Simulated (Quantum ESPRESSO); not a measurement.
# SrO (Fm-3m) in Quantum ESPRESSO: settings compared, part 2 of 3

Quantum ESPRESSO 7.5. The steps go on from the part before.

## (3) Single point, LDA, 15.89 Å³/atom

File pw.in:

```
&CONTROL
  calculation = 'scf'
  prefix = 'pwscf'
  outdir = './tmp'
  pseudo_dir = './pseudo'
  tprnfor = .true.
  tstress = .true.
  disk_io = 'nowf'
/
&SYSTEM
  ibrav = 0
  nat = 2
  ntyp = 2
  ecutwfc = 84
  nbnd = 14
  occupations = 'smearing'
  smearing = 'fd'
  degauss = 0.00367493
/
&ELECTRONS
  conv_thr = 4d-10
  electron_maxstep = 120
  mixing_beta = 0.5
/
ATOMIC_SPECIES
Sr    87.6200 Sr.upf
O     15.9990 O.upf
CELL_PARAMETERS angstrom
   0.0000000000    2.5139118308    2.5139118308
   2.5139118308    0.0000000000    2.5139118308
   2.5139118308    2.5139118308    0.0000000000
ATOMIC_POSITIONS crystal
Sr     0.5000000000    0.5000000000    0.5000000000
O      0.0000000000    0.0000000000    0.0000000000
K_POINTS automatic
9 9 9 0 0 0
```

Potentials or basis: PseudoDojo 0.4.1 SR LDA standard.

Command:

```
$ OMP_NUM_THREADS=1 pw.x -in pw.in > pw.out
```

pw.out:

```text
This program is part of the open-source Quantum ESPRESSO suite
     for quantum simulation of materials; please cite
[... 9 lines left out ...]
     --------------------
     sticks:   dense  smooth     PW     G-vecs:    dense   smooth      PW
     Sum        1039    1039    313                22227    22227    3695

     Using Slab Decomposition

     bravais-lattice index     =            0
     lattice parameter (alat)  =       6.7184  a.u.
     unit-cell volume          =     214.4256 (a.u.)^3
     number of atoms/cell      =            2
     number of atomic types    =            2
     number of electrons       =        16.00
     number of Kohn-Sham states=           14
     kinetic-energy cutoff     =      84.0000  Ry
     charge density cutoff     =     336.0000  Ry
     scf convergence threshold =      4.0E-10
     mixing beta               =       0.5000
     number of iterations used =            8  plain     mixing
[... 327 lines left out ...]
    14.4457  15.2067  17.9647  18.8654  20.4897  21.8403

          k = 0.0000-0.3143 0.4714 (  2783 PWs)   bands (ev):

   -23.2803  -7.6407  -5.7239  -5.3424  -4.2165   6.8141   7.4068   8.0167
    14.2962  15.5359  17.7236  18.0981  20.3016  21.9953

          k =-0.0786-0.5500 0.7071 (  2794 PWs)   bands (ev):
[... 11 lines left out ...]
   -23.2492  -7.2775  -5.8630  -5.8520  -4.4221   7.1495   7.9277   8.0565
    14.0107  15.1247  17.6432  19.8693  20.3523  21.7831

     the Fermi energy is     9.4979 ev

!    total energy              =    -101.82055463 Ry
     estimated scf accuracy    <          4.3E-12 Ry
     smearing contrib. (-TS)   =      -0.00000000 Ry
     internal energy E=F+TS    =    -101.82055463 Ry

     The total energy is F=E-TS. E is the sum of the following terms:
     one-electron contribution =     -13.08310104 Ry
     hartree contribution      =      15.78950746 Ry
     xc contribution           =     -25.13610344 Ry
     ewald contribution        =     -79.39085761 Ry

     convergence has been achieved in  11 iterations

     Forces acting on atoms (cartesian axes, Ry/au):

     atom    1 type  1   force =    -0.00000000    0.00000000    0.00000000
     atom    2 type  2   force =     0.00000000    0.00000000   -0.00000000

     Total force =     0.000000     Total SCF correction =     0.000000

     Computing stress (Cartesian axis) and pressure

          total   stress  (Ry/bohr**3)                   (kbar)     P=       21.34
   0.00014507   0.00000000   0.00000000           21.34        0.00        0.00
   0.00000000   0.00014507   0.00000000            0.00       21.34        0.00
   0.00000000   0.00000000   0.00014507            0.00        0.00       21.34

=------------------------------------------------------------------------------=
   JOB DONE.
=------------------------------------------------------------------------------=
```

Run time: 22 s. Hardware: 1 thread of Intel Xeon Platinum 8259CL at 2.50GHz (Skylake/Cascade Lake), shared host; peak memory 0.09 GiB.

Results:

| Item | Value |
| --- | --- |
| Free energy | -1385.3392 eV |
| Pressure | 2.1 GPa |
| Band gap on the k mesh | 3.17 eV, indirect (least direct gap 3.21 eV) |

Caveat: an odd mesh through Γ misses points on the zone boundary, where band edges often lie.

## (4) Single point, LDA, 16.23 Å³/atom

pw.in, as its differences from that of step 3:

```diff
@@ -28,5 +28,5 @@
 CELL_PARAMETERS angstrom
-   0.0000000000    2.5139118308    2.5139118308
-   2.5139118308    0.0000000000    2.5139118308
-   2.5139118308    2.5139118308    0.0000000000
+   0.0000000000    2.5316160185    2.5316160185
+   2.5316160185    0.0000000000    2.5316160185
+   2.5316160185    2.5316160185    0.0000000000
 ATOMIC_POSITIONS crystal
```

Command:

```
$ OMP_NUM_THREADS=1 pw.x -in pw.in > pw.out
```

Run time: 23 s. Hardware: 1 thread of Intel Xeon Platinum 8259CL at 2.50GHz (Skylake/Cascade Lake), shared host; peak memory 0.09 GiB.

The run converged. Its results:

```
Free energy            : -1385.3434 eV
Pressure               : -0.2 GPa
Band gap on the k mesh : 3.19 eV, indirect (least direct gap 3.24 eV)
```

Caveat: an odd mesh through Γ misses points on the zone boundary, where band edges often lie.

## (5) Single point, LDA, 16.56 Å³/atom

pw.in, as its differences from that of step 4:

```diff
@@ -28,5 +28,5 @@
 CELL_PARAMETERS angstrom
-   0.0000000000    2.5316160185    2.5316160185
-   2.5316160185    0.0000000000    2.5316160185
-   2.5316160185    2.5316160185    0.0000000000
+   0.0000000000    2.5490759911    2.5490759911
+   2.5490759911    0.0000000000    2.5490759911
+   2.5490759911    2.5490759911    0.0000000000
 ATOMIC_POSITIONS crystal
```

Command:

```
$ OMP_NUM_THREADS=1 pw.x -in pw.in > pw.out
```

Run time: 23 s. Hardware: 1 thread of Intel Xeon Platinum 8259CL at 2.50GHz (Skylake/Cascade Lake), shared host; peak memory 0.09 GiB.

The run converged. Its results:

```
Free energy            : -1385.3384 eV
Pressure               : -2.2 GPa
Band gap on the k mesh : 3.21 eV, indirect (least direct gap 3.27 eV)
```

Caveat: an odd mesh through Γ misses points on the zone boundary, where band edges often lie.

## (6) Single point, LDA, 16.90 Å³/atom

pw.in, as its differences from that of step 5:

```diff
@@ -28,5 +28,5 @@
 CELL_PARAMETERS angstrom
-   0.0000000000    2.5490759911    2.5490759911
-   2.5490759911    0.0000000000    2.5490759911
-   2.5490759911    2.5490759911    0.0000000000
+   0.0000000000    2.5663000000    2.5663000000
+   2.5663000000    0.0000000000    2.5663000000
+   2.5663000000    2.5663000000    0.0000000000
 ATOMIC_POSITIONS crystal
```

Potentials or basis: PseudoDojo 0.4.1 SR LDA standard.

Command:

```
$ OMP_NUM_THREADS=1 pw.x -in pw.in > pw.out
```

Wall time 32 s (1 thread of Intel Xeon Platinum 8259CL at 2.50GHz (Skylake/Cascade Lake), shared host); peak memory 0.09 GiB.

It converged, with:

```
Free energy            : -1385.3253 eV
Pressure               : -4.0 GPa
Band gap on the k mesh : 3.22 eV, indirect (least direct gap 3.30 eV)
```

Caveat: an odd mesh through Γ misses points on the zone boundary, where band edges often lie.

## (7) Single point, LDA, 17.24 Å³/atom

pw.in, as its differences from that of step 6:

```diff
@@ -28,5 +28,5 @@
 CELL_PARAMETERS angstrom
-   0.0000000000    2.5663000000    2.5663000000
-   2.5663000000    0.0000000000    2.5663000000
-   2.5663000000    2.5663000000    0.0000000000
+   0.0000000000    2.5832958595    2.5832958595
+   2.5832958595    0.0000000000    2.5832958595
+   2.5832958595    2.5832958595    0.0000000000
 ATOMIC_POSITIONS crystal
```

Command:

```
$ OMP_NUM_THREADS=1 pw.x -in pw.in > pw.out
```

Wall time 32 s (1 thread of Intel Xeon Platinum 8259CL at 2.50GHz (Skylake/Cascade Lake), shared host); peak memory 0.09 GiB.

It converged, with:

```yaml
Free_energy: -1385.3049 eV
Pressure: -5.7 GPa
Band_gap_on_the_k_mesh: 3.23 eV, indirect (least direct gap 3.33 eV)
```

Caveat: an odd mesh through Γ misses points on the zone boundary, where band edges often lie.

## (8) Single point, LDA, 17.58 Å³/atom

pw.in, as its differences from that of step 7:

```diff
@@ -28,5 +28,5 @@
 CELL_PARAMETERS angstrom
-   0.0000000000    2.5832958595    2.5832958595
-   2.5832958595    0.0000000000    2.5832958595
-   2.5832958595    2.5832958595    0.0000000000
+   0.0000000000    2.6000709780    2.6000709780
+   2.6000709780    0.0000000000    2.6000709780
+   2.6000709780    2.6000709780    0.0000000000
 ATOMIC_POSITIONS crystal
```

Command:

```
$ OMP_NUM_THREADS=1 pw.x -in pw.in > pw.out
```

It took 34 s on 1 thread of Intel Xeon Platinum 8259CL at 2.50GHz (Skylake/Cascade Lake), shared host; peak memory 0.09 GiB.

It converged, with:

```
Free energy            : -1385.2780 eV
Pressure               : -7.1 GPa
Band gap on the k mesh : 3.24 eV, indirect (least direct gap 3.35 eV)
```

Caveat: an odd mesh through Γ misses points on the zone boundary, where band edges often lie.

## (9) Single point, LDA, 17.92 Å³/atom

pw.in, as its differences from that of step 8:

```diff
@@ -28,5 +28,5 @@
 CELL_PARAMETERS angstrom
-   0.0000000000    2.6000709780    2.6000709780
-   2.6000709780    0.0000000000    2.6000709780
-   2.6000709780    2.6000709780    0.0000000000
+   0.0000000000    2.6166323862    2.6166323862
+   2.6166323862    0.0000000000    2.6166323862
+   2.6166323862    2.6166323862    0.0000000000
 ATOMIC_POSITIONS crystal
```

Potentials or basis: PseudoDojo 0.4.1 SR LDA standard.

Command:

```
$ OMP_NUM_THREADS=1 pw.x -in pw.in > pw.out
```

Run time: 33 s. Hardware: 1 thread of Intel Xeon Platinum 8259CL at 2.50GHz (Skylake/Cascade Lake), shared host; peak memory 0.09 GiB.

The run converged. Its results:

* Free energy: -1385.2453 eV
* Pressure: -8.4 GPa
* Band gap on the k mesh: 3.25 eV, indirect (least direct gap 3.37 eV)

Caveat: an odd mesh through Γ misses points on the zone boundary, where band edges often lie.

## (10) Equation of state, LDA

This step only gathers the single runs of the series.

Results:

| Property | Result |
| --- | --- |
| Equilibrium volume | 16.20 Å³/atom |
| Bulk modulus | 105 GPa |
| Pressure derivative of the bulk modulus | 4.5 |

Energy against volume, from the lowest point:
```
volume (Å³/atom)  energy (meV/atom)
          15.887               2.09
          16.225               0.00
          16.563               2.49
          16.901               9.06
          17.239              19.27
          17.577              32.72
          17.915              49.05
```

LDA usually gives volumes a few per cent too small. Zero-point motion and thermal expansion aren't in these numbers.

(Part 2 of 3 ends here.)
